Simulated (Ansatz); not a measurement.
# Structure search for PbSe

These are results of DFT PBE, scalar-relativistic, plane waves, PAW in Ansatz, not measurements. All cells share a 420 eV cutoff and Γ-centred k meshes spaced at most about 0.3 Å⁻¹ (2π included). No spin polarisation.

Energies over the elements count from the elements' standard structures at the same level, with no fitted energy shifts.

Temperature and zero-point effects are left out. The comparison covers the computed candidates alone. Weakly bound directions are ill-defined at this level, which has no dispersion term (Cmcm, P4/nmm), and this can change margins and order among such cells. These runs have no spin–orbit coupling, which can matter for Pb. Kohn–Sham gaps at this level usually fall short of measured ones. The missing spin–orbit coupling can work the other way here. The reference form of Se is held partly by dispersion forces, which this level lacks.

Invented guesses and database cells were relaxed alike, and ends that match in structure were merged. ΔE counts from the first row. Coordination counts Se atoms around Pb (those within 1.25 times the shortest such distance or 1.15 times the sum of covalent radii; a plus sign parts nearer from farther groups). The ends were matched against large subsets of the Crystallography Open Database and the Materials Project, so a missing match doesn't prove that a structure is unreported.

```csv
#,reached from,type and space group,atoms,Å³/atom,coordination,ΔE (meV/atom),gap on mesh (eV),in databases,checks
1,a cell as deposited in COD,"rock salt, Fm-3m (No. 225)",2,30.1,Pb 6,0,0.43,COD,no imaginary mode at Γ (other wave vectors untested)
2,a Materials Project cell,Cmcm (No. 63),4,30.2,Pb 1+4,48,1.12,Materials Project,-
3,"6-connected net, two elements alternating, changed on relaxing",P6_3mc (No. 186),4,31.3,Pb 3+3,77,0.72,no match,"phonons real on a 2×2×1 q mesh, imaginary between its points (to 6i cm⁻¹, which can come from the interpolation)"
4,"6-connected net, two elements alternating","anti-nickel arsenide, P6_3/mmc (No. 194)",4,30.2,Pb 6,84,0.38,no match,imaginary modes on a 2×2×1 q mesh (to 53i cm⁻¹)
5,"6-connected net, two elements alternating",I4_1md (No. 109),4,30.2,Pb 6,120,0.64,no match,-
6,ordered vacancies on the anion sites of fluorite,P4/nmm (No. 129),4,30.2,Pb 4,171,0.41,no match,-
7,ordered vacancies on the anion sites of fluorite,"zinc blende, F-43m (No. 216)",2,41.1,Pb 4,180,0.67,no match,-
```

The lowest: Space group Fm-3m (No. 225), cubic, a = 6.218 Å. Pb is surrounded by 6 Se at 3.11 Å; Se is surrounded by 6 Pb at 3.11 Å. Its energy over the elements is −0.565 eV/atom. It is a structure that the Crystallography Open Database (COD) lists.

```cif
data_structure
_symmetry_space_group_name_H-M 'P 1'
_symmetry_Int_Tables_number 1
_cell_length_a 4.3970
_cell_length_b 4.3970
_cell_length_c 4.3970
_cell_angle_alpha 60.000
_cell_angle_beta 60.000
_cell_angle_gamma 60.000
_cell_volume 60.11
loop_
_atom_site_label
_atom_site_type_symbol
_atom_site_fract_x
_atom_site_fract_y
_atom_site_fract_z
_atom_site_occupancy
Pb1 Pb 0.00000 0.00000 0.00000 1
Se1 Se 0.50000 0.50000 0.50000 1
```

The second: Space group Cmcm (No. 63), orthorhombic, a = 4.336 Å, b = 12.428 Å, c = 4.484 Å. Around Pb lie 1 Se at 2.84 Å and 4 Se at 3.12 Å; around Se lie 1 Pb at 2.84 Å and 4 Pb at 3.12 Å. Counting Se atoms around Pb, the first has Pb 6 and the second has Pb 1+4. Shaken at random and relaxed again, row 4 falls into row 3, 7 meV/atom lower, so it is a saddle point or a shallow minimum. Shaken at random and relaxed again, row 5 falls into row 1, 120 meV/atom lower, so it is a saddle point or a shallow minimum. Shaken at random and relaxed again, row 7 falls into row 1, 180 meV/atom lower, so it is a saddle point or a shallow minimum. Cells without such a test can be saddle points. Some structure types and database cells were kept out of the candidates from the start, so a known form may be missing.

Rock salt, the known ambient form of PbSe, is the lowest of the computed cells, 48 meV/atom below Cmcm. Octahedral coordination suits bonding through mutually orthogonal Pb 6p and Se 4p orbitals, whereas the tetrahedral network of zinc blende fits poorly with the extra Pb 6s pair. That pair lies deep and mixes only modestly with Se 4p, so its stereochemical activity is weak. It probably still drives the off-centring that takes the anti-nickel arsenide cell to P6_3mc, where Pb 6p admixture gains just 7 meV/atom but widens the gap from 0.38 to 0.72 eV.

The rock-salt gap of 0.43 eV exceeds the measured one, against the usual tendency of PBE. The likely cause is the absent spin–orbit splitting of the Pb 6p conduction states, which would lower the band edge. PbSe is known to turn orthorhombic under pressure, but the relaxed Cmcm cell is no denser than rock salt, so these zero-pressure results don't account for that transition.
